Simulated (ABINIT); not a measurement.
Crystal: Nb.

```xyz
1
Lattice="0.0000 2.1150 2.1150 2.1150 0.0000 2.1150 2.1150 2.1150 0.0000" Properties=species:S:1:pos:R:3 pbc="T T T"
Nb    0.0000    0.0000    0.0000
```

This isn't the form of Nb at room conditions, which is bcc.

| Quantity | Value |
| --- | --- |
| Program | ABINIT 10.8.3 (patched build) |
| Task | relaxation of cell and atoms |
| Functional | PBEsol |
| Potentials or basis | JTH PAW PBE v2.0 |
| Cutoff | 435 eV |
| k mesh | 11 × 11 × 11 |
| Occupations | fermi-dirac, width 0.05 eV |
| Spin | no spin polarisation |

At the start: pressure -7.4 GPa; volume 18.92 Å³/atom.

**Question.** Where does the relaxation end?

**Answer.** Over 4 steps the energy falls by 20.2 meV/atom and the volume is 18.08 Å³/atom (-4.5 %); space group Fm-3m (No. 225, to 0.05 Å).

The path:
| step | energy change (eV) | largest force (eV/Å) | pressure (GPa) | volume (Å³) |
| --- | --- | --- | --- | --- |
| 1 | 0.0000 | 0.0000 | -7.40 | 18.92 |
| 2 | -0.0150 | 0.0000 | -3.86 | 18.50 |
| 3 | -0.0202 | 0.0000 | 0.18 | 18.06 |
| 4 | -0.0202 | 0.0000 | -0.01 | 18.08 |

Final structure:
```yaml
crystal:
  lattice:
    - [0.00000, 2.08315, 2.08315]
    - [2.08315, 0.00000, 2.08315]
    - [2.08315, 2.08315, 0.00000]
  atoms:
    - { symbol: Nb, position: [0.00000, 0.00000, 0.00000] }
```

Caveat: the PAW data sets were made with another functional, which shifts forces and pressure a little.
